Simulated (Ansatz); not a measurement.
# Two Ansatz runs on Sb

The cell comes from COD entry 9013009, which wasn't checked; take it as a given geometry.

First run: DFT, PBE, all-electron LAPW, scalar-relativistic (Ansatz 0.2.0).

Command: `ansatz run input.yaml --threads 1 --pin off --max-ram 2048MiB --backend cpu --events-out ev --progress --plain --runs-dir out` The run took 8.8 s on 1 thread of Arm Neoverse V1, on a shared host, peak memory 0.29 GiB.

```yaml
crystal:
  lattice:
    - [0.0, 2.305, 2.305]
    - [2.305, 0.0, 2.305]
    - [2.305, 2.305, 0.0]
  atoms:
    - { symbol: Sb, position: [0.0, 0.0, 0.0] }
kpoints:
  mp_grid: { grid: [12, 12, 12] }
scf:
  occupations: { method: fermi_dirac, width: 0.05 }
hamiltonian:
  xc: pbe
  pseudopotentials: { kind: all_electron, lapw: { basis_error: 0.0001 } }
output:
  forces: true
  stress: true
  eigenvalues: true
```

Result: converged; pressure 8.71 GPa; 5 SCF iterations.

No spin–orbit coupling, which matters for the heavy atoms here.

The input is then changed:

```diff
@@ -13,4 +13,5 @@
   xc: pbe
   pseudopotentials: { kind: all_electron, lapw: { basis_error: 0.0001 } }
+  dispersion: d4
 output:
   forces: true
```

Predict the outcome of the changed run.

It converged; pressure 4.99 GPa; 5 SCF iterations.

The results part of its log:

```
SCF 1 converged in 5 iterations: F = -176368.409638 eV  dr2 = 1.88e-8
SCF converged after 5 iterations
Free energy (F): -176368.409638 eV
Harris-Foulkes:  -176368.409638 eV  (|F-HF|=3.10e-8)
Internal energy: -176368.403250 eV  (E = F + TS)
E sigma→0 (E₀):  -176368.406444 eV
Entropy (-TS):   -0.006387 eV (-6.387 meV/atom)
Fermi energy:    16.591467 eV
--- Per-component energies (eV) ---
  E_band       = -815.539440
  E_kinetic    = 185874.652419
  E_xc         = -4644.568116
  E_electrostatic = -357597.874115  (all electrons and nuclei)
  E_disp       = -0.613439  (pairwise vdW)
  E_smearing   = -0.006387  (= −TS)
  E_closure    = 0.000000  (closes the sum)
  E_atoms      = -176364.064481  (free atoms, spherical and without spin; not in F)
  Σ components = -176368.409638   (vs F -176368.409638, Δ=0.00e0)
  Basis errors (estimates in eV, not in F): energy 2.0e-5 per atom: plane waves 1.9e-5 (9.6e-6 summed), levels above the bands 1.4e-86, relativity 1.2e-8, radial functions 5.3e-7, core shells 6.8e-11; eigenvalues (radial functions only) 2.5e-6; not estimated: angular momenta, meshes, grids; target (lapw.basis_error) 1.0e-4; muffin-tin radii Sb 1.630 Å
--- Forces (eV/Å), atoms counted from 1 ---
  atom   1  Sb    -0.00000000    -0.00000000     0.00000000
  max |Σ_I F_I| component: 1.31e-31 eV/Å
--- Stress (GPa, compression-positive) ---
        4.991522      -0.000000       0.000000
       -0.000000       4.991522      -0.000000
        0.000000      -0.000000       4.991522
  P = ⅓ Tr σ = 4.9915 GPa (49.915 kbar)
--- Band table (eV; the first three rows and the last of 72) ---
  k-point 0: bands = ["-128.0320", "-81.0029", "-81.0029", "-81.0029", "-12.8667", "-12.8667", "-12.8667", "-12.8129", "-12.8129", "2.8178", "22.5674", "22.5674", "22.5674", "26.6702", "27.4565", "27.4565"]
  k-point 1: bands = ["-128.0320", "-81.0031", "-81.0030", "-81.0030", "-12.8659", "-12.8627", "-12.8627", "-12.8128", "-12.8128", "2.9681", "21.1302", "22.3535", "22.3535", "25.8680", "27.8271", "27.8271"]
  k-point 2: bands = ["-128.0320", "-81.0035", "-81.0030", "-81.0030", "-12.8638", "-12.8547", "-12.8547", "-12.8095", "-12.8095", "3.4182", "18.4603", "21.8779", "21.8779", "25.4559", "28.4415", "28.4415"]
  k-point 71: bands = ["-128.0318", "-81.0046", "-81.0046", "-81.0040", "-12.8489", "-12.8343", "-12.8343", "-12.7892", "-12.7429", "9.3454", "13.0054", "13.0054", "14.7513", "26.5781", "28.0268", "28.0268"]
```
